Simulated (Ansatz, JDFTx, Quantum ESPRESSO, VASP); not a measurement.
**BN: programs and potentials compared**

The starting cell:

```xyz
2
Lattice="0.0000 1.8130 1.8130 1.8130 0.0000 1.8130 1.8130 1.8130 0.0000" Properties=species:S:1:pos:R:3 pbc="T T T"
N     0.9065    0.9065    0.9065
B     0.0000    0.0000    0.0000
```

The cell is a database's computed one, not the measured one.

Alike in all runs: task relaxation of cell and atoms; functional PBEsol; k mesh 13 × 13 × 13; occupations fermi-dirac, width 0.05 eV; no spin polarisation; no spin-orbit coupling.

```tsv
program and potentials	plane-wave cutoff (eV)	notes	equilibrium volume (Å³/atom)
Quantum ESPRESSO, PseudoDojo 0.4.1 SR PBE standard	1143	potentials made for PBE	5.87
JDFTx, PseudoDojo-SR-PBEsol-0.4.1-standard	1143	-	5.87
VASP, PBE PAW files B, N, 600 eV	600	potentials made for PBE	5.86
Ansatz, all-electron LAPW, scalar-relativistic	-	-	5.86
```

The equilibrium volume spans 5.86 (Ansatz, all-electron LAPW, scalar-relativistic) to 5.87 Å³/atom (Quantum ESPRESSO, PseudoDojo 0.4.1 SR PBE standard), with all-electron results at 5.86. Relaxations stop with a little pressure left, so the last digit of a volume isn't settled.

The functional is the same throughout but for its coding, so the spread measures potentials, basis and numerics; runs on potential files found faulty are left out.
